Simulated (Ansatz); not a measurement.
# Al12O: the cost of one run

Method: DFT PBE, scalar-relativistic, plane waves, PAW, in Ansatz 0.2.0.

5 further runs of the same task are left out: 5 set aside as unsound or not needed.

### 1 Starting point

It takes space group Fm-3m (No. 225, cubic). The conventional cell has a = 4.041 Å, b = 4.041 Å, c = 4.041 Å, α = 90.00°, β = 90.00°, γ = 90.00°. Al (site symmetry m-3m) is surrounded by 12 Al at 2.86 Å.

As a file:

```xyz
1
Lattice="0.0000 2.0203 2.0203 2.0203 0.0000 2.0203 2.0203 2.0203 0.0000" Properties=species:S:1:pos:R:3 pbc="T T T"
Al    0.0000    0.0000    0.0000
```

It is the result of an earlier relaxation at this level (volume 16.49 Å³/atom; gap on the mesh: none (metal)).

### 2 Plan of the scan

Atoms count from 1 in the order of the input.

O is moved over the surface cell; relaxed at each place: the height of the adsorbate's atoms; substrate rigid; the origin of the map has the adsorbate above Al9.

The axes are (1) position of O13 along the first surface vector, from above Al9: 6 values from 0.000 to 0.833, periodic; (2) position of O13 along the second surface vector, from above Al9: 6 values from 0.000 to 0.833, periodic.

Relaxed at each point: the height of the adsorbate's atoms; substrate rigid. Points are written as (first, second).

The two vectors of the plane (Å): (2.857, 0.000, 0.000); (-1.429, 2.474, 0.000).

### 3 Grid point (0/6, 0/6) of the map's two axes

File input.yaml:

```yaml
crystal:
  lattice:
    - [5.7143028096, 0.0, 0.0]
    - [-2.8571514048, 4.948731398, 0.0]
    - [0.0, 0.0, 20.1016424764]
  atoms:
    - { symbol: Al, position: [0.3333333333, 0.1666666667, 0.1989887147] }
    - { symbol: Al, position: [0.3333333333, 0.6666666667, 0.1989887147] }
    - { symbol: Al, position: [0.8333333333, 0.1666666667, 0.1989887147] }
    - { symbol: Al, position: [0.8333333333, 0.6666666667, 0.1989887147] }
    - { symbol: Al, position: [0.1666666667, 0.3333333333, 0.3134533099] }
    - { symbol: Al, position: [0.1666666667, 0.8333333333, 0.3134533099] }
    - { symbol: Al, position: [0.6666666667, 0.3333333333, 0.3134533099] }
    - { symbol: Al, position: [0.6666666667, 0.8333333333, 0.3134533099] }
    - { symbol: Al, position: [0.0, 0.0, 0.4279074452] }
    - { symbol: Al, position: [0.0, 0.5, 0.4279074452] }
    - { symbol: Al, position: [0.5, 0.0, 0.4279074452] }
    - { symbol: Al, position: [0.5, 0.5, 0.4279074452] }
    - { symbol: O, position: [0.0, 0.0, 0.5214321411] }
basis:
  ecutwfc: 420
kpoints:
  mp_grid: { grid: [6, 6, 1] }
hamiltonian:
  xc: pbe
scf:
  occupations: { method: gaussian, width: 0.1 }
output:
  forces: true
  eigenvalues: true
relax:
  adjacent_minimum: "off"
  f_tol: 0.025
  max_steps: 16
  constraints:
    - { sites: [0, 1, 2, 3, 4, 5, 6, 7, 8, 9, 10, 11] }
    - { sites: [12], fix: xy }
efield:
  axis: 3
  dipole_correction: true
  ramp_width: 0.04
```

On the command line:

```bash
> ansatz run input.yaml --threads 4 --pin off --max-ram 12288MiB --backend cpu --events-out ev --progress --plain --runs-dir out
```

What time and memory should one allow on 4 threads of Arm Neoverse V1, shared host?

About 19 s, with a peak of 0.82 GiB.
